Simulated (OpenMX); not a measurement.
Crystal: WS2.

```
W S
1.0
     1.57900    0.91164    6.16333
    -1.57900    0.91164    6.16333
     0.00000   -1.82327    6.16333
W S
1 2
Cartesian
  0.0000 0.0000 0.0000
  0.0000 0.0000 10.7427
  0.0000 0.0000 13.8730
```

Measurements of this composition are mostly on another form, of space group No. 194.

```yaml
Program: OpenMX 3.8.5
Task: single point
Functional: PBE
Potentials_or_basis: OpenMX 2013 PBE set, W7.0-s3p2d2f1, S7.0-s2p2d1f1, grid cutoff 350 Ry
k_mesh: 11 × 11 × 11
Occupations: fermi-dirac, width 0.05 eV
Spin: no spin polarisation
```

On this cell: pressure 8.3 GPa; largest force 0.867 eV/Å; band gap on the k mesh 1.00 eV, indirect (least direct gap 2.10 eV).

The same run follows on a disturbed copy (atoms moved at random, drawn with an rms of 0.05 Å):

```
W S
1.0
     1.57900    0.91164    6.16333
    -1.57900    0.91164    6.16333
     0.00000   -1.82327    6.16333
W S
1 2
Direct
  0.98702 0.01091 0.00837
  0.58570 0.58146 0.57252
  0.74750 0.73998 0.77082
```

**Question.** What changes?

**Answer.** The energy moves by +18.0 meV/atom; pressure 5.2 GPa; largest force 1.850 eV/Å; band gap on the k mesh 0.90 eV, indirect (least direct gap 2.06 eV).

Forces in eV/Å, atoms in the order of the input:
```
W    1.009 -0.022 -1.551
S   -0.401 -0.344  0.831
S   -0.609  0.368  0.657
```

Caveats: spin-orbit coupling is left out, which moves the levels of the heavy elements; an odd mesh through Γ misses points on the zone boundary, where band edges often lie; the basis of atomic orbitals isn't converged, which shifts pressures, moduli and gaps.
